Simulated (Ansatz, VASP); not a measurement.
## One calculation of SiC, two programs

The input INCAR:

```
SYSTEM = SiC
ALGO = Normal ; EDIFF = 1E-6
ENCUT = 520 ; GGA = PE
ISIF = 2 ; ISMEAR = 0
LASPH = .True. ; LCHARG = .False.
LREAL = .False. ; LWAVE = .False.
NBANDS = 11 ; NELM = 100
PREC = Accurate ; SIGMA = 0.05
```

KPOINTS

```
k-points
0
Gamma
  12 12 12
  0 0 0
```

File POSCAR:

```
SiC
1.0
   -0.1039374373      2.1232933617      2.1232933617
    2.1232933617     -0.1039374373      2.1232933617
    2.1232933617      2.1232933617     -0.1039374373
Si C
1 1
Direct
    0.0000000000      0.0000000000      0.0000000000
    0.7500000000      0.7500000000      0.7500000000
```

Input for Ansatz:

```yaml
crystal:
  lattice:
    - [-0.1039374373, 2.1232933617, 2.1232933617]
    - [2.1232933617, -0.1039374373, 2.1232933617]
    - [2.1232933617, 2.1232933617, -0.1039374373]
  atoms:
    - { symbol: Si, position: [0.0, 0.0, 0.0] }
    - { symbol: C, position: [0.75, 0.75, 0.75] }
basis:
  ecutwfc: 420
kpoints:
  mp_grid: { grid: [12, 12, 12] }
hamiltonian:
  xc: pbe
scf:
  occupations: { method: gaussian, width: 0.05 }
output:
  forces: true
  stress: true
  eigenvalues: true
```

Alike in both runs: task single point; functional PBE; k mesh 12 × 12 × 12; occupations gaussian, width 0.05 eV; no spin polarisation.

|  | VASP | Ansatz |
| --- | --- | --- |
| version | VASP 6.6.1 | Ansatz 0.2.0 |
| potentials or method | VASP PAW PBE potentials, release 64 (Si, C) | scalar-relativistic, plane waves, PAW |
| plane-wave cutoff (eV) | 520 | 420 |
| valence electrons in the cell | 8 | 8 |

```csv
,VASP,Ansatz,Ansatz less VASP
gap on the k mesh at the Fermi level (eV),1.05,1.05,+0.007
least direct gap on the mesh (eV),4.03,4.04,+0.006
pressure (GPa),6.5,6.6,+0.06
largest component of the traceless stress (GPa),14.32,14.28,-0.049
rms of the force components (eV/Å),0.592,0.593,+0.0008
```

Atom by atom the forces differ by 0.001 eV/Å (rms over components). With one functional, cell and mesh, what is left measures potentials, basis and numerics.

Caveats: forces of over 1 eV/Å show positions far from the minimum, so gaps and moduli don't describe the material at rest. A k mesh can miss the band edges.
